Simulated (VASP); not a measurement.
Ti:

```
CELL_PARAMETERS angstrom
-1.64100 1.64100 1.64100
1.64100 -1.64100 1.64100
1.64100 1.64100 -1.64100
ATOMIC_POSITIONS crystal
Ti 0.00000 0.00000 0.00000
```

This isn't the form of Ti at room conditions, which is hcp.

- Program: VASP 6.6.1
- Task: relaxation of cell and atoms
- Functional: LDA
- Potentials or basis: VASP PAW LDA potentials, release 64 (Ti_sv)
- Cutoff: 600 eV
- k mesh: 16 × 16 × 16
- Occupations: methfessel-paxton, width 0.1 eV
- Spin: no spin polarisation

At the start: pressure -11.1 GPa; volume 17.68 Å³/atom.

Q: Where does the relaxation end?

A: Over 3 steps the energy falls by 69.7 meV/atom and the volume is 15.84 Å³/atom (-10.4 %); space group Im-3m (No. 229, to 0.05 Å).

Step by step:
| step | energy change (eV) | largest force (eV/Å) | pressure (GPa) | volume (Å³) |
| --- | --- | --- | --- | --- |
| 1 | 0.0000 | 0.0000 | -11.13 | 17.68 |
| 2 | -0.0370 | 0.0000 | 9.90 | 14.72 |
| 3 | -0.0697 | 0.0000 | 0.01 | 15.84 |

Final structure:
```
CELL_PARAMETERS angstrom
-1.58197 1.58197 1.58197
1.58197 -1.58197 1.58197
1.58197 1.58197 -1.58197
ATOMIC_POSITIONS crystal
Ti 0.00000 0.00000 0.00000
```

Caveat: the volume moved by -10 % from the deposited cell, more than functionals usually miss.
